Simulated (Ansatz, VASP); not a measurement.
**Al2Pt: VASP and Ansatz over several settings**

```
Pt Al
1.0
     0.00000    2.95500    2.95500
     2.95500    0.00000    2.95500
     2.95500    2.95500    0.00000
Pt Al
1 2
Direct
  0.00000 0.00000 0.00000
  0.75000 0.75000 0.75000
  0.25000 0.25000 0.25000
```

Single points on this cell with VASP 6.6.1 and Ansatz 0.2.0. Each row is one pair of runs. Alike in all rows: spin: off; k mesh: 8 × 8 × 8; smearing: fermi-dirac, width 0.05 eV.

| level | VASP's potentials, cutoff | Ansatz's potentials, cutoff | gap on the k mesh at the Fermi level (eV), VASP | gap on the k mesh at the Fermi level (eV), Ansatz | pressure (GPa), VASP | pressure (GPa), Ansatz |
| --- | --- | --- | --- | --- | --- | --- |
| r2SCAN | VASP PAW PBE potentials, release 64 (Pt, Al), 520 eV | Ansatz PAW, 500 eV | none | none | -0.7 | -0.4 |
| LDA | VASP PAW LDA potentials, release 64 (Pt, Al), 520 eV | Ansatz PAW, 420 eV | none | none | -3.6 | -3.9 |
| PBE | VASP PAW PBE potentials, release 64 (Pt, Al), 520 eV | Ansatz PAW, 420 eV | ? | none | ? | 2.5 |

Task: Fill in what VASP gave in row 3.

Result: gap on the k mesh at the Fermi level (eV): none; pressure (GPa): 2.3.

A gap of «none» marks a metal or a gap that the smearing closes.

Caveats: the PAW data sets were made with another functional, which shifts forces and pressure a little (VASP); the PAW data sets come from PBE, with cores solved anew for the run's functional, which leaves a small shift of forces and pressure (Ansatz).
